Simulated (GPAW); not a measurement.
## PbSe (Clausthalite): equation of state with vdW-DF

The system is PbSe (Clausthalite).

```xyz
2
Lattice="0.0000 3.0606 3.0606 3.0606 0.0000 3.0606 3.0606 3.0606 0.0000" Properties=species:S:1:pos:R:3 pbc="T T T"
Pb    0.0000    0.0000    0.0000
Se    3.0606    3.0606    3.0606
```

| Property | Result |
| --- | --- |
| Program | GPAW 26.7.0 |
| Task | equation of state |
| Functional | vdW-DF |
| Potentials or basis | GPAW PAW data sets (gpaw-data 1.2.1) |
| Cutoff | 600 eV |
| Basis | pw |
| k mesh | 6 × 6 × 6 |
| Occupations | fermi-dirac, width 0.05 eV |
| Spin | no spin polarisation |

```
Equilibrium volume : 31.79 Å³/atom (rough: see the caveat)
Bulk modulus       : 41 GPa (rough)
```

Energy against volume, from the lowest point:
```csv
volume (Å³/atom),energy (meV/atom)
26.951,120.33
27.524,87.78
28.097,60.92
28.671,39.18
29.244,22.07
29.818,9.19
30.391,0.00
```

Run time: 81 s on 1 thread of Arm Neoverse V1, with other jobs on the host, peak memory 0.35 GiB.

Caveat: the minimum lies outside the volumes run; the PAW data sets were made with another functional, which shifts forces and pressure a little. The run has no spin-orbit coupling, so splittings on Pb are missing.
